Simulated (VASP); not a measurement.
# TiN in VASP: relaxation of the atoms with PBEsol

Aim: the relaxation of the atoms of TiN with PBEsol.

All numbers are computed with VASP 6.6.1; they aren't measurements. Logs are shortened: lines on timing, memory, paths and dates and some standing lists are left out, and cuts for length are marked.

### 1 The slab as given

The cell holds a slab with vacuum, 4 atoms: a = 2.997 Å, b = 2.997 Å, c = 18.119 Å, α = 90.00°, β = 90.00°, γ = 90.00°.

### 2 Relaxation of the atoms, PBEsol, collinear spin, ferromagnetic start

Contents of INCAR:

```
SYSTEM = TiN
ALGO = Normal ; DIPOL = 0.5 0.5 0.500
EDIFF = 1E-6 ; EDIFFG = -0.015
ENCUT = 520 ; GGA = PS
IBRION = 2 ; IDIPOL = 3
ISIF = 2 ; ISMEAR = 1
ISPIN = 2 ; KPAR = 8
LASPH = .True. ; LCHARG = .False.
LDIPOL = .True. ; LMAXMIX = 4
LORBIT = 11 ; LREAL = .False.
LWAVE = .False. ; MAGMOM = 1 1 0 0
NELM = 120 ; NSW = 100
PREC = Accurate ; SIGMA = 0.1
```

Contents of KPOINTS:

```
k-points
0
Gamma
  10 10 1
  0 0 0
```

Contents of POSCAR:

```
TiN
1.0
    2.9967185390      0.0000000000      0.0000000000
    0.0000000000      2.9967185390      0.0000000000
    0.0000000000      0.0000000000     18.1190000000
Ti N
2 2
Direct
    0.5000000000      0.5000000000      0.4415254705
    1.0000000000      0.0000000000      0.5584745295
    1.0000000000      0.0000000000      0.4415254705
    0.5000000000      0.5000000000      0.5584745295
```

Potentials or basis: VASP PAW PBE potentials, release 64 (Ti_sv, N).

Started as:

```
$ cat potpaw_PBE.64/Ti_sv/POTCAR potpaw_PBE.64/N/POTCAR > POTCAR
$ mpirun -np 8 vasp_std > vasp.out
```

OUTCAR:

```text
SYSTEM = TiN
   EDIFF = 1E-6
   EDIFFG = -0.015
   ENCUT = 520
   GGA = PS
   IBRION = 2
   ISIF = 2
   ISMEAR = 1
   ISPIN = 2
   LASPH = .True.
   LORBIT = 11
   LREAL = .False.
   NELM = 120
   NSW = 100
   PREC = Accurate

 ion  position               nearest neighbor table
   1  0.500  0.500  0.442-   4 2.12   3 2.12   3 2.12   3 2.12   3 2.12
   2  0.000  0.000  0.558-   3 2.12   4 2.12   4 2.12   4 2.12   4 2.12
   3  0.000  0.000  0.442-   2 2.12   1 2.12   1 2.12   1 2.12   1 2.12
   4  0.500  0.500  0.558-   1 2.12   2 2.12   2 2.12   2 2.12   2 2.12

  LATTYP: Found a simple tetragonal cell.
 ALAT       =     2.9967185390
 C/A-ratio  =     6.0462802109

  Lattice vectors:

 A1 = (   2.9967185390,   0.0000000000,   0.0000000000)
 A2 = (   0.0000000000,   2.9967185390,   0.0000000000)
 A3 = (   0.0000000000,   0.0000000000,  18.1190000000)

Analysis of symmetry for initial positions (statically):
=====================================================================
 Subroutine PRICEL returns:
 Original cell was already a primitive cell.

 Routine SETGRP: Setting up the symmetry group for a
 simple tetragonal supercell.

 Subroutine GETGRP returns: Found 16 space group operations
 (whereof  8 operations were pure point group operations)
 out of a pool of 16 trial point group operations.

The static configuration has the point symmetry C_4v.
 The point group associated with its full space group is D_4h.

Analysis of symmetry for dynamics (positions and initial velocities):
=====================================================================
 Subroutine PRICEL returns:
 Original cell was already a primitive cell.

 Routine SETGRP: Setting up the symmetry group for a
 simple tetragonal supercell.

 Subroutine GETGRP returns: Found 16 space group operations
 (whereof  8 operations were pure point group operations)
 out of a pool of 16 trial point group operations.

The dynamic configuration has the point symmetry C_4v.
 The point group associated with its full space group is D_4h.

Analysis of structural, dynamic, and magnetic symmetry:
=====================================================================
 Subroutine PRICEL returns:
 Original cell was already a primitive cell.

 Routine SETGRP: Setting up the symmetry group for a
 simple tetragonal supercell.

 Subroutine GETGRP returns: Found 16 space group operations
 (whereof  8 operations were pure point group operations)
 out of a pool of 16 trial point group operations.

The overall configuration has the point symmetry C_4v.
 The point group associated with its full space group is D_4h.

 Subroutine INISYM returns: Found 16 space group operations
 (whereof  8 operations are pure point group operations),
 and found     1 'primitive' translations

----------------------------------------------------------------------------------------

                                     Primitive cell

  volume of cell :     162.7145

  direct lattice vectors                    reciprocal lattice vectors
     2.996718539  0.000000000  0.000000000     0.333698339  0.000000000  0.000000000
     0.000000000  2.996718539  0.000000000     0.000000000  0.333698339  0.000000000
     0.000000000  0.000000000 18.119000000     0.000000000  0.000000000  0.055190684

  length of vectors
     2.996718539  2.996718539 18.119000000     0.333698339  0.333698339  0.055190684

  position of ions in fractional coordinates (direct lattice)
     0.500000000  0.500000000  0.441525470
     0.000000000  0.000000000  0.558474530
     0.000000000  0.000000000  0.441525470
     0.500000000  0.500000000  0.558474530

  ion indices of the primitive-cell ions
   primitive index   ion index
                 1           1
                 2           2
                 3           3
                 4           4

----------------------------------------------------------------------------------------

 KPOINTS: k-points

Automatic generation of k-mesh.
 Grid dimensions read from file:
 generate k-points for:   10   10    1

 Generating k-lattice:

  Cartesian coordinates                     Fractional coordinates (reciprocal lattice)
     0.033369834  0.000000000  0.000000000     0.100000000  0.000000000  0.000000000
     0.000000000  0.033369834  0.000000000     0.000000000  0.100000000  0.000000000
     0.000000000  0.000000000  0.055190684     0.000000000  0.000000000  1.000000000

  Length of vectors
     0.033369834  0.033369834  0.055190684

  Shift w.r.t. Gamma in fractional coordinates (k-lattice)
     0.000000000  0.000000000  0.000000000

 Subroutine IBZKPT returns following result:
 ===========================================

 Found     21 irreducible k-points:

 Following reciprocal coordinates:
            Coordinates               Weight
  0.000000  0.000000  0.000000      1.000000
  0.100000  0.000000  0.000000      4.000000
  0.200000  0.000000  0.000000      4.000000
  0.300000  0.000000  0.000000      4.000000
  0.400000  0.000000  0.000000      4.000000
  0.500000  0.000000  0.000000      2.000000
[... 13 lines left out ...]
  0.500000  0.400000  0.000000      4.000000
  0.500000  0.500000  0.000000      1.000000
   k-points           NKPTS =     21   k-points in BZ     NKDIM =     21   number of bands    NBANDS=     22
   number of dos      NEDOS =    301   number of ions     NIONS =      4
   total plane-waves  NPLWV =  80640
   dimension x,y,z NGX =    24 NGY =   24 NGZ =  140
   dimension x,y,z NGXF=    48 NGYF=   48 NGZF=  280
   ions per type =               2   2
   NGX,Y,Z   is equivalent  to a cutoff of  13.31, 13.31, 12.85 a.u.
   NGXF,Y,Z  is equivalent  to a cutoff of  26.63, 26.63, 25.69 a.u.
 SYSTEM =  TiN
   PREC   = accura    normal or accurate (medium, high low for compatibility)
   ISTART =      0    job   : 0-new  1-cont  2-samecut
   ICHARG =      2    charge: 1-file 2-atom 10-const
   ISPIN  =      2    spin polarized calculation?
   LNONCOLLINEAR =      F non collinear calculations
   LSORBIT =      F    spin-orbit coupling
   LASPH  =      T    aspherical Exc in radial PAW
   ENCUT  =  520.0 eV  38.22 Ry    6.18 a.u.   5.57  5.57 33.69*2*pi/ulx,y,z
   NELM   =    120;   NELMIN=  2; NELMDL= -5     # of ELM steps
   EDIFF  = 0.1E-05   stopping-criterion for ELM
   LREAL  =      F    real-space projection
   EDIFFG = -.1E-01   stopping-criterion for IOM
   NSW    =    100    number of steps for IOM
   IBRION =      2    ionic relax: 0-MD 1-quasi-New 2-CG
   NFREE  =      1    steps in history (QN), initial steepest desc. (CG)
   ISIF   =      2    stress and relaxation
   ISYM   =      2    0-nonsym 1-usesym 2-fastsym
   POTIM  = 0.5000    time-step for ionic-motion
   TEBEG  =    0.0;   TEEND  =   0.0 temperature during run
   PSTRESS=    0.0 pullay stress
   NELECT =      34.0000    total number of electrons
   NUPDOWN=      -1.0000    fix difference up-down
   EMIN   =  10.00;   EMAX   =-10.00  energy-range for DOS
   EFERMI =   0.00;   METHOD = LEGACY
   ISMEAR =     1;   SIGMA  =   0.10  broadening in eV -4-tet -1-fermi 0-gaus
   EFERMI_NEDOS =   21; number of points for ismear=-14 and -15
   IALGO  =     38    algorithm
   IMIX   =      4    mixing-type and parameters
     AMIX     =   0.40;   BMIX     =  1.00
     AMIX_MAG =   1.60;   BMIX_MAG =  1.00
  volume/ion in A,a.u.               =      40.68       274.51
  Fermi-wavevector in a.u.,A,eV,Ry     =   0.971462  1.835797 12.840337  0.943738
  Thomas-Fermi vector in A             =   2.101681
   LORBIT       =     11    0 simple, 1 ext, 2 COOP (PROOUT), +10 PAW based schemes
   GGA     = PS    functional components
   LHFCALC =     F    Hartree Fock is set to
   AEXX    =    0.0000 exact exchange contribution
   IVDW    =     0    specifies the selected vdW correction
   LEPSILON=     F    determine dielectric tensor
   LRPA    =     F    only Hartree local field effects (RPA)
 conjugate gradient relaxation of ions
 spin polarized calculation
 Methfessel and Paxton  Order N= 1 SIGMA  =   0.10
  energy-cutoff  :      520.00
  volume of cell :      162.71
 maximum number of plane-waves:      4410
 NGX is ok and might be reduce to    24
   NGX = 11   NGY = 11   NGZ = 67

--------------------------------------- Ionic step        1  -------------------------------------------

 number of electron      33.9999994 magnetization      -0.0005838

 number of electron      33.9999994 magnetization       0.0008712

 Free energy of the ion-electron system (eV)
  ---------------------------------------------------
  ext. energy  EPLUGINS =         0.00000000
  ---------------------------------------------------
  free energy    TOTEN  =       -39.52474603 eV

  energy without entropy =      -39.52372880  energy(sigma->0) =      -39.52440695

------------------------ aborting loop because EDIFF is reached ----------------------------------------

  FORCE on cell =-STRESS in cart. coord.  units (eV):
  Direction    XX          YY          ZZ          XY          YZ          ZX
  --------------------------------------------------------------------------------------
  -------------------------------------------------------------------------------------
  Total       -6.9489970     -6.9489970     -3.6066181      0.0000000      0.0000000      0.0000000
  in kB      -68.4237032    -68.4237032    -35.5127742      0.0000000      0.0000000      0.0000000
  external PRESSURE =     -57.4533936 kB  Pullay stress =       0.0000000 kB
[... 101 lines left out ...]
--------------------------------------- Ionic step        4  -------------------------------------------

 number of electron      33.9999994 magnetization       0.0000011

 dipolmoment           0.000000      0.000000      0.000000 electrons x Angstroem

------------------------ aborting loop because EDIFF is reached ----------------------------------------

  FORCE on cell =-STRESS in cart. coord.  units (eV):
  Direction    XX          YY          ZZ          XY          YZ          ZX
  --------------------------------------------------------------------------------------
  -------------------------------------------------------------------------------------
  Total       -5.5479314     -5.5479314      0.0322396      0.0000000      0.0000000      0.0000000
  in kB      -54.6280290    -54.6280290      0.3174493      0.0000000      0.0000000      0.0000000
  external PRESSURE =     -36.3128696 kB  Pullay stress =       0.0000000 kB
[... 25 lines left out ...]
--------------------------------------- Ionic step        5  -------------------------------------------

 number of electron      33.9999994 magnetization       0.0000007

 dipolmoment           0.000000      0.000000     -0.000000 electrons x Angstroem

 Free energy of the ion-electron system (eV)
  ---------------------------------------------------
  ext. energy  EPLUGINS =         0.00000000
  ---------------------------------------------------
  free energy    TOTEN  =       -39.73534040 eV

  energy without entropy =      -39.73439961  energy(sigma->0) =      -39.73502681

 E-fermi :   0.6588     XC(G=0):  -4.0098

 val. band max:        0.6368882544   @ k =   0.5000   0.2000   0.0000
 cond. band min:       0.7055299810   @ k =   0.3000   0.1000   0.0000
 fundamental gap:      0.0686417267
 Fermi energy:         0.6587723250

 spin component 1

 k-point     1 :       0.0000    0.0000    0.0000
  band No.  band energies     occupation
      1     -56.8103      1.00000
      2     -56.6901      1.00000
      3     -33.3964      1.00000
      4     -33.0736      1.00000
      5     -33.0736      1.00000
      6     -33.0330      1.00000
[... 514 lines left out ...]
     21       2.9635      0.00000
     22       2.9635      0.00000
 Fermi energy:         0.6587723250

 spin component 2

 k-point     1 :       0.0000    0.0000    0.0000
  band No.  band energies     occupation
      1     -56.8103      1.00000
      2     -56.6901      1.00000
      3     -33.3964      1.00000
      4     -33.0736      1.00000
      5     -33.0736      1.00000
      6     -33.0330      1.00000
[... 514 lines left out ...]
     21       2.9635      0.00000
     22       2.9635      0.00000

------------------------ aborting loop because EDIFF is reached ----------------------------------------

 vacuum level on the upper side and lower side of the slab       (xc-potential included)        -0.195        -0.195

  FORCE on cell =-STRESS in cart. coord.  units (eV):
  Direction    XX          YY          ZZ          XY          YZ          ZX
  --------------------------------------------------------------------------------------
  -------------------------------------------------------------------------------------
  Total       -5.5668755     -5.5668755     -0.0187425      0.0000000     -0.0000000      0.0000000
  in kB      -54.8145634    -54.8145634     -0.1845490      0.0000000     -0.0000000      0.0000000
  external PRESSURE =     -36.6045586 kB  Pullay stress =       0.0000000 kB
[... 19 lines left out ...]
  FREE ENERGIE OF THE ION-ELECTRON SYSTEM (eV)
  ---------------------------------------------------
  free  energy   TOTEN  =       -39.7353404045 eV

  energy  without entropy=      -39.7343996090  energy(sigma->0) =      -39.73502681

 reached required accuracy - stopping structural energy minimisation

 vacuum level on the upper side and lower side of the slab         3.058         3.058

 total charge

# of ion       s       p       d       tot
------------------------------------------
    1        2.186   6.203   1.997  10.385
    2        2.186   6.203   1.997  10.385
    3        1.245   2.444   0.000   3.689
    4        1.245   2.444   0.000   3.689
--------------------------------------------------
tot          6.861  17.294   3.994  28.148

 magnetization (x)

# of ion       s       p       d       tot
------------------------------------------
    1        0.000   0.000   0.000   0.000
    2        0.000   0.000   0.000   0.000
    3       -0.000  -0.000   0.000  -0.000
    4       -0.000  -0.000   0.000  -0.000
--------------------------------------------------
tot         -0.000  -0.000   0.000   0.000
```

It took 3.7 min on 8 MPI ranks of AMD EPYC 7R13 (Zen 3), shared host; peak memory 0.4 GiB.

Results:

```yaml
Free_energy: -39.7353 eV
Energy_gained_by_relaxing: 52.6 meV/atom
Ionic_steps: 5
Largest_force_after_relaxing: 0.015 eV/Å
Band_gap_on_the_k_mesh: none (metal or under the smearing width)
Net_moment: 0.00 μB per cell
Valence_electrons_inside_the_program's_atomic_spheres: Ti 10.38; N 3.69
```

Forces on the atoms (eV/Å):
```
Ti   0.000  0.000  0.010
Ti   0.000  0.000 -0.010
N    0.000  0.000 -0.015
N    0.000  0.000  0.015
```

The path:
```
step  energy change (eV)  largest force (eV/Å)  pressure (GPa)
   1              0.0000                1.8394           -5.75
   2             -0.2016                0.4055           -4.11
   3             -0.2104                0.0495           -3.58
   4             -0.2105                0.0316           -3.63
   5             -0.2106                0.0145           -3.66
```

Final structure:
```yaml
crystal:
  lattice:
    - [2.99672, 0.00000, 0.00000]
    - [0.00000, 2.99672, 0.00000]
    - [0.00000, 0.00000, 18.11900]
  atoms:
    - { symbol: Ti, position: [0.50000, 0.50000, 0.44760] }
    - { symbol: Ti, position: [0.00000, 0.00000, 0.55240] }
    - { symbol: N, position: [0.00000, 0.00000, 0.44092] }
    - { symbol: N, position: [0.50000, 0.50000, 0.55908] }
```

Caveat: the PAW data sets were made with another functional, which shifts forces and pressure a little.
